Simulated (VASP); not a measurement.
# Hf (Im-3m) in VASP: further runs, part 2 of 2

VASP 6.6.1.

## (4) Single point, PBE+D3(BJ), non-collinear spin, zero start, spin-orbit coupling

This run uses another cell than the first one, of 21.52 Å³/atom, 0.967 times its volume.

Contents of INCAR:

```
SYSTEM = Hf
PREC     = Accurate       ! precision mode
ENCUT    = 520            ! plane-wave cutoff, eV
EDIFF    = 1E-6           ! SCF threshold, eV
ISMEAR   = 0              ! smearing method
SIGMA    = 0.1            ! smearing width, eV
LREAL    = .False.        ! projectors in reciprocal space
LASPH    = .True.         ! aspherical terms in the spheres
NELM     = 150            ! most SCF steps
ALGO     = Normal         ! electronic algorithm
ISIF     = 2              ! what is computed and relaxed
LWAVE    = .False.        ! write WAVECAR
LCHARG   = .False.        ! write CHGCAR
MAGMOM   = 0 0 0          ! initial moments
LORBIT   = 11             ! projections on sites
LSORBIT  = .True.         ! spin-orbit coupling
GGA_COMPAT= .False.      
LORBMOM  = .True.       
LMAXMIX  = 4              ! l up to which the mixer works
GGA      = PE             ! functional
IVDW     = 12             ! dispersion correction
NBANDS   = 21             ! bands
```

Contents of KPOINTS:

```
regular mesh
0
Gamma
  16 16 16
  0 0 0
```

Contents of POSCAR:

```
Hf
1.0
   -1.7523371480      1.7523371480      1.7523371480
    1.7523371480     -1.7523371480      1.7523371480
    1.7523371480      1.7523371480     -1.7523371480
Hf
1
Direct
    0.0000000000      0.0000000000      0.0000000000
```

Potentials or basis: VASP PAW PBE potentials, release 64 (Hf_pv).

The run is started by

```
> cat potpaw_PBE.64/Hf_pv/POTCAR > POTCAR
> mpirun -np 1 vasp_ncl > vasp.out
```

OUTCAR:

```text
SYSTEM = Hf
   PREC = Accurate
   ENCUT = 520
   EDIFF = 1E-6
   ISMEAR = 0
   LREAL = .False.
   LASPH = .True.
   NELM = 150
   ISIF = 2
   LORBIT = 11
   LSORBIT = .True.
   GGA = PE
   IVDW = 12
 IVDW          = 12

 ion  position               nearest neighbor table
   1  0.000  0.000  0.000-

  LATTYP: Found a body centered cubic cell.
 ALAT       =     3.5046742960

  Lattice vectors:

 A1 = (  -1.7523371480,   1.7523371480,   1.7523371480)
 A2 = (   1.7523371480,  -1.7523371480,   1.7523371480)
 A3 = (   1.7523371480,   1.7523371480,  -1.7523371480)

Analysis of symmetry for initial positions (statically):
=====================================================================
 Subroutine PRICEL returns:
 Original cell was already a primitive cell.

 Routine SETGRP: Setting up the symmetry group for a
 body centered cubic supercell.

 Subroutine GETGRP returns: Found 48 space group operations
 (whereof 48 operations were pure point group operations)
 out of a pool of 48 trial point group operations.

The static configuration has the point symmetry O_h .

Analysis of symmetry for dynamics (positions and initial velocities):
=====================================================================
 Subroutine PRICEL returns:
 Original cell was already a primitive cell.

 Routine SETGRP: Setting up the symmetry group for a
 body centered cubic supercell.

 Subroutine GETGRP returns: Found 48 space group operations
 (whereof 48 operations were pure point group operations)
 out of a pool of 48 trial point group operations.

The dynamic configuration has the point symmetry O_h .

Analysis of structural, dynamic, and magnetic symmetry:
=====================================================================
 Subroutine PRICEL returns:
 Original cell was already a primitive cell.

 Routine SETGRP: Setting up the symmetry group for a
[... 753 lines left out ...]
  Total      -0.10771    -0.10771    -0.10771     0.00000     0.00000     0.00000
  in kB      -8.01761    -8.01761    -8.01761     0.00000     0.00000     0.00000
  external pressure =       -8.02 kB  Pullay stress =        0.00 kB

 VOLUME and BASIS-vectors are now :
 -----------------------------------------------------------------------------
  energy-cutoff  :      520.00
  volume of cell :       21.52
      direct lattice vectors                 reciprocal lattice vectors
    -1.752337148  1.752337148  1.752337148     0.000000000  0.285333219  0.285333219
     1.752337148 -1.752337148  1.752337148     0.285333219  0.000000000  0.285333219
     1.752337148  1.752337148 -1.752337148     0.285333219  0.285333219  0.000000000

 POSITION                                       TOTAL-FORCE (eV/Angst)
 -----------------------------------------------------------------------------------
      0.00000      0.00000      0.00000         0.000000     -0.000000     -0.000000
 -----------------------------------------------------------------------------------
    total drift:                               -0.000000      0.000000      0.000000

  FREE ENERGIE OF THE ION-ELECTRON SYSTEM (eV)
  ---------------------------------------------------
  free  energy   TOTEN  =       -10.9011304745 eV

  energy  without entropy=      -10.8934490006  energy(sigma->0) =      -10.89728974

 orbital moment (x)

 # of ion     p       d       tot
 ----------------------------------------
  1        -0.000   0.000  -0.000
 ----------------------------------------
           -0.000   0.000  -0.000

 orbital moment (y)

 # of ion     p       d       tot
 ----------------------------------------
  1         0.000   0.000   0.000
 ----------------------------------------
            0.000   0.000   0.000

 orbital moment (z)

 # of ion     p       d       tot
 ----------------------------------------
  1         0.000   0.000   0.000
 ----------------------------------------
            0.000   0.000   0.000

 Spin-Orbit-Coupling matrix elements

 Ion:    1  E_soc:     -1.3685750
 l=   1
     0.0000000    -0.2197433    -0.2197433
    -0.2197433     0.0000000    -0.2197433
    -0.2197433    -0.2197433     0.0000000
 l=   2
     0.0000000    -0.0013745     0.0000000    -0.0013745    -0.0069780
    -0.0013745     0.0000000    -0.0052335    -0.0013745    -0.0017445
     0.0000000    -0.0052335     0.0000000    -0.0052335     0.0000000
    -0.0013745    -0.0013745    -0.0052335     0.0000000    -0.0017445
    -0.0069780    -0.0017445     0.0000000    -0.0017445     0.0000000
 l=   3
     0.0000000     0.0000000     0.0000000     0.0000000     0.0000000     0.0000000     0.0000000
     0.0000000     0.0000000     0.0000000     0.0000000     0.0000000     0.0000000     0.0000000
     0.0000000     0.0000000     0.0000000     0.0000000     0.0000000     0.0000000     0.0000000
     0.0000000     0.0000000     0.0000000     0.0000000     0.0000000     0.0000000     0.0000000
     0.0000000     0.0000000     0.0000000     0.0000000     0.0000000     0.0000000     0.0000000
     0.0000000     0.0000000     0.0000000     0.0000000     0.0000000     0.0000000     0.0000000
     0.0000000     0.0000000     0.0000000     0.0000000     0.0000000     0.0000000     0.0000000

 total charge

# of ion       s       p       d       tot
------------------------------------------
    1        0.391   6.423   1.649   8.463

 magnetization (x)

# of ion       s       p       d       tot
------------------------------------------
    1       -0.000   0.000   0.000  -0.000

 magnetization (y)

# of ion       s       p       d       tot
------------------------------------------
    1       -0.000  -0.000   0.000  -0.000

 magnetization (z)

# of ion       s       p       d       tot
------------------------------------------
    1        0.000   0.000   0.000   0.000
```

OSZICAR:

```text
N       E                     dE             d eps       ncg     rms          rms(c)
DAV:   1     0.292481453957E+02    0.29248E+02   -0.52397E+03  6098   0.900E+02
DAV:   2    -0.954123530060E+01   -0.38789E+02   -0.37340E+02  7469   0.234E+02
DAV:   3    -0.107551546659E+02   -0.12139E+01   -0.12014E+01  7639   0.271E+01
DAV:   4    -0.107625560223E+02   -0.74014E-02   -0.73993E-02  7230   0.246E+00
DAV:   5    -0.107626158692E+02   -0.59847E-04   -0.59847E-04  7542   0.199E-01    0.521E+01
DAV:   6    -0.105155183629E+02    0.24710E+00   -0.20037E-01  7103   0.358E+00    0.304E+01
DAV:   7    -0.104361678825E+02    0.79350E-01   -0.14691E-01  7284   0.297E+00    0.151E+01
DAV:   8    -0.104346737100E+02    0.14942E-02   -0.21450E-02  7322   0.108E+00    0.848E-01
DAV:   9    -0.104325740587E+02    0.20997E-02   -0.70066E-03  7185   0.644E-01    0.579E-02
DAV:  10    -0.104325875185E+02   -0.13460E-04   -0.17109E-04  7741   0.113E-01    0.428E-02
DAV:  11    -0.104325888992E+02   -0.13808E-05   -0.38039E-06  7399   0.182E-02    0.239E-02
DAV:  12    -0.104325909091E+02   -0.20098E-05   -0.93905E-07  6120   0.966E-03    0.149E-02
DAV:  13    -0.104325910235E+02   -0.11444E-06   -0.13876E-07  4390   0.330E-03
   1 F= -.10901130E+02 E0= -.10897290E+02  d E =-.768147E-02  mag=     0.0000    -0.0000    -0.0000
```

stdout:

```text
POSCAR found type information on POSCAR Hf
 POSCAR found :  1 types and       1 ions
 scaLAPACK will be used
 LDA part: xc-table for (Slater+PW92), standard interpolation
 POSCAR, INCAR and KPOINTS ok, starting setup
 FFT: planning ... GRIDC
 FFT: planning ... GRID_SOFT
 FFT: planning ... GRID
 WAVECAR not read
 entering main loop
```

It took 92 s on 1 thread of Intel Xeon Platinum 8488C (Sapphire Rapids), shared host; peak memory 0.26 GiB.

Results:

* Free energy: -10.9011 eV
* Pressure: -0.8 GPa
* Net moment: 0.00 μB per cell
* Valence electrons inside the program's atomic spheres: Hf 8.46
* Dispersion energy per atom: -0.469 eV

Moments on the atoms (μB; x, y, z):
```
Hf  0.00 0.00 0.00
```

## (5) Overview

```tsv
task	spin	cell	cutoff (eV)	gap on the mesh (eV)	pressure (GPa)
single point	off	relaxed again under DFT PBE+D3(BJ), scalar-relativistic, plane waves, PAW	520	none	-0.3
relaxation of cell and atoms	off	relaxed	600	none	0.0
single point	non-collinear, zero start, SOC	Im-3m, 21.52 Å³/atom	520	-	-0.8
```

Alike in all rows: level PBE+D3(BJ); potentials or basis VASP PAW PBE potentials, release 64 (Hf_pv); k mesh 16 × 16 × 16; smearing gaussian 0.1 eV.

Caveats: pairwise dispersion overbinds metals, which lowers pressure and volume (some runs).

Total energies depend on the potentials used, so only differences within one code and one set of settings carry meaning.
